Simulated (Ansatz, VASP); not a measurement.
## AlRu: VASP beside Ansatz

```xyz
2
Lattice="2.9763 0.0000 0.0000 0.0000 2.9763 0.0000 0.0000 0.0000 2.9763" Properties=species:S:1:pos:R:3 pbc="T T T"
Al    0.0000    0.0000    0.0000
Ru    1.4882    1.4882    1.4882
```

Alike in both runs: functional PBEsol; k mesh 14 × 14 × 14; occupations gaussian, width 0.1 eV; no spin polarisation.

Ansatz relaxed the structure, and its values are those at the end. VASP's run is a single point on that final structure, the one shown.

|  | VASP | Ansatz |
| --- | --- | --- |
| version | VASP 6.6.1 | Ansatz 0.2.0 |
| potentials or method | VASP PAW PBE potentials, release 64 (Al, Ru_pv) | scalar-relativistic, plane waves, PAW |
| plane-wave cutoff (eV) | 520 | 420 |
| valence electrons in the cell | 17 | 19 |

Ansatz gave:

```
gap on the k mesh at the Fermi level (eV) : none
pressure (GPa)                            : 0.0
```

Q: Which values does VASP return?

A: gap on the k mesh at the Fermi level (eV): none; pressure (GPa): 0.1.

A gap of «none» marks a metal or a gap that the smearing closes. The two sets of potentials don't hold the same shells in valence.

Caveats: the PAW data sets were made with another functional, which shifts forces and pressure a little (VASP).
